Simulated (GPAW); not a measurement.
Input of a GPAW 26.7.0 run:

File run.py:

```python
from ase.dft.bandgap import bandgap
from ase.io import read, write
from ase.units import GPa
from gpaw import GPAW, PW

atoms = read('SiC.cif')

calc = GPAW(mode=PW(700),
            xc='PBE',
            kpts={'size': (6, 6, 2), 'gamma': True},
            occupations={'name': 'fermi-dirac', 'width': 0.05},
            nbands=32,
            convergence={'density': 1e-05, 'energy': 1e-05},
            maxiter=100,
            txt='gpaw.txt')
atoms.calc = calc
energy = atoms.get_potential_energy()
forces = atoms.get_forces()
stress = atoms.get_stress()
calc.write('gs.gpw')
write('result.traj', atoms)
print(f'Energy: {energy:.6f} eV')
print('Forces (eV/A):')
print(forces.round(4))
print('Stress (GPa):', (stress / GPa).round(3))
print('Fermi level:', round(calc.get_fermi_level(), 4), 'eV')
print(f'Gap: {bandgap(calc)[0]:.4f} eV, direct: {bandgap(calc, direct=True)[0]:.4f} eV')
```

The input SiC.cif:

```cif
data_SiC
_cell_length_a 3.07569415
_cell_length_b 3.07569415
_cell_length_c 10.07064648
_cell_angle_alpha 90.00000000
_cell_angle_beta 90.00000000
_cell_angle_gamma 120.00000000
_space_group_name_H-M_alt 'P1'
_space_group_name_Hall 'P 1'
_space_group_IT_number 1
loop_
_space_group_symop_operation_xyz
'x,y,z'
loop_
_atom_site_label
_atom_site_type_symbol
_atom_site_symmetry_multiplicity
_atom_site_Wyckoff_symbol
_atom_site_fract_x
_atom_site_fract_y
_atom_site_fract_z
_atom_site_occupancy
Si1 Si 1 a 0.0000000000 0.0000000000 0.1878943800 1
Si2 Si 1 a 0.0000000000 0.0000000000 0.6878943800 1
Si3 Si 1 a 0.3333333333 0.6666666667 0.4378419800 1
Si4 Si 1 a 0.6666666667 0.3333333333 0.9378419800 1
C1 C 1 a 0.0000000000 0.0000000000 0.0004600500 1
C2 C 1 a 0.0000000000 0.0000000000 0.5004600500 1
C3 C 1 a 0.3333333333 0.6666666667 0.2498025900 1
C4 C 1 a 0.6666666667 0.3333333333 0.7498025900 1
```

Potentials or basis: GPAW PAW data sets (gpaw-data 1.2.1), pw.

Run with:

```bash
$ OMP_NUM_THREADS=1 python run.py
```

Q: What does it give for the band gap on the k mesh?

A: 2.22 eV, indirect (least direct gap 3.34 eV).

Q: Estimate the pressure.

A: 5.3 GPa.

Stress tensor (GPa, compression positive):
```
5.36 0.00 0.00
0.00 5.36 0.00
0.00 0.00 5.10
```

Caveat: the k mesh is coarse; the cutoff is short for stress and forces, so pressures can be off by a GPa or more. A k mesh can miss the band edges.
